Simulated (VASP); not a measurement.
PbS:

```
CELL_PARAMETERS angstrom
4.06993 0.00000 0.00000
0.00000 5.68982 5.57360
0.00000 -5.68982 5.57360
ATOMIC_POSITIONS crystal
Pb 0.00000 0.82373 0.82373
Pb 0.50000 0.13739 0.13739
Pb 0.00000 0.33915 0.66311
Pb 0.00000 0.66311 0.33915
S 0.50000 0.63725 0.63725
S 0.00000 0.31090 0.31090
S 0.50000 0.11785 0.77482
S 0.50000 0.77482 0.11785
```

Measurements of this composition are mostly on another form, of space group No. 225.

```yaml
Program: VASP 6.6.1
Task: single point
Functional: PBE
Potentials_or_basis: VASP PAW PBE potentials, release 64 (Pb_d, S)
Cutoff: 520 eV
k_mesh: 7 × 4 × 4
Occupations: fermi-dirac, width 0.05 eV
Spin: no spin polarisation
```

On this cell: pressure 0.2 GPa; largest force 0.095 eV/Å; band gap on the k mesh 0.72 eV, indirect (least direct gap 0.88 eV).

The same run follows on a disturbed copy (atoms moved at random, drawn with an rms of 0.05 Å):

```
Pb S
1.0
     4.06993    0.00000    0.00000
     0.00000    5.68982    5.57360
     0.00000   -5.68982    5.57360
Pb S
4 4
Cartesian
  0.0037 -0.0011 9.1354
  2.0712 0.0333 1.5842
  0.0129 -1.8904 5.6053
  -0.0383 1.9292 5.5593
  1.9958 -0.0232 7.0664
  0.0303 0.0573 3.5163
  2.0483 -3.7108 4.9894
  2.0801 3.7263 4.9418
```

Question: What does the disturbed cell give?

Answer: The energy moves by +6.8 meV/atom; pressure 0.4 GPa; largest force 0.454 eV/Å; band gap on the k mesh 0.71 eV, indirect (least direct gap 0.96 eV).

Forces on the atoms (eV/Å):
```
Pb  -0.034  0.016  0.009
Pb  -0.031 -0.070 -0.102
Pb   0.015  0.341  0.084
Pb   0.171 -0.285  0.310
S    0.165  0.028  0.112
S   -0.003 -0.078 -0.188
S   -0.049 -0.283 -0.102
S   -0.234  0.331 -0.123
```

Stress tensor (GPa, compression positive):
```
 0.58 -0.21  0.10
-0.21  0.56  0.12
 0.10  0.12 -0.04
```

Caveats: spin-orbit coupling is left out, which as a rule narrows the gap of such compounds by several tenths of an eV; an odd mesh through Γ misses points on the zone boundary, where band edges often lie.
